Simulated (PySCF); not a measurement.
Screening by computed properties: pick the candidate that meets the target.

Species are written as SMILES; each is one conformer at its optimised geometry, gas phase, non-relativistic unless stated. Electronic properties by PySCF.

Dipoles, sizes and rotational constants follow the conformer. The torsions of the flexible species, by atom-mapped SMILES:
- `[CH3:1][CH2:2][CH2:3][CH2:4][OH:5]`: C1–C2–C3–C4 -177°, C2–C3–C4–O5 -70°, H–O5–C4–C3 58°
- `[F:1]/[CH:2]=[CH:3]/[CH:4]=[C:5]1/[CH2:6][O:7][SiH2:8]1`: C2–C3–C4–C5 180°
- `[CH3:1][S:2][SiH2:3][NH2:4]`: C1–S2–Si3–N4 -174°, H–N4–Si3–S2 -172°, H–N4–Si3–S2 -28°

Question: Wanted: lowest triplet excitation (Tamm–Dancoff) above 6.5 eV (TDA wB97X-D/def2-SVPD) and HOMO–LUMO gap above 10.6 eV (wB97X-D/def2-SVPD), at GFN2-xTB geometries. Which candidate meets both?
A. `F/C=C/C=C1/CO[SiH2]1`
B. `CCCCO`
C. `[SiH2](SC)N`
D. `[SiH3]P`

Answer: B. Computed values:
```csv
species,lowest triplet excitation (Tamm–Dancoff),HOMO–LUMO gap
F/C=C/C=C1/CO[SiH2]1,3.12 eV,9.01 eV
[SiH2](SC)N,5.13 eV,10.01 eV
[SiH3]P,5.95 eV,11.13 eV
CCCCO,7.09 eV,12.07 eV
```

Question: Wanted: lowest singlet excitation between 5.45 eV and 7 eV (TDDFT wB97X-D/def2-SVPD) and smallest rotational constant above 1 GHz (GFN2-xTB), at GFN2-xTB geometries. Which candidate meets both?
A. `CCCCO`
B. `F/C=C/C=C1/CO[SiH2]1`
C. `[SiH3]P`
D. `[SiH2](SC)N`

Answer: C. Computed values:
```csv
species,lowest singlet excitation,smallest rotational constant
[SiH2](SC)N,5.40 eV,2.090 GHz
F/C=C/C=C1/CO[SiH2]1,5.50 eV,0.603 GHz
[SiH3]P,6.72 eV,5.648 GHz
CCCCO,7.34 eV,2.162 GHz
```
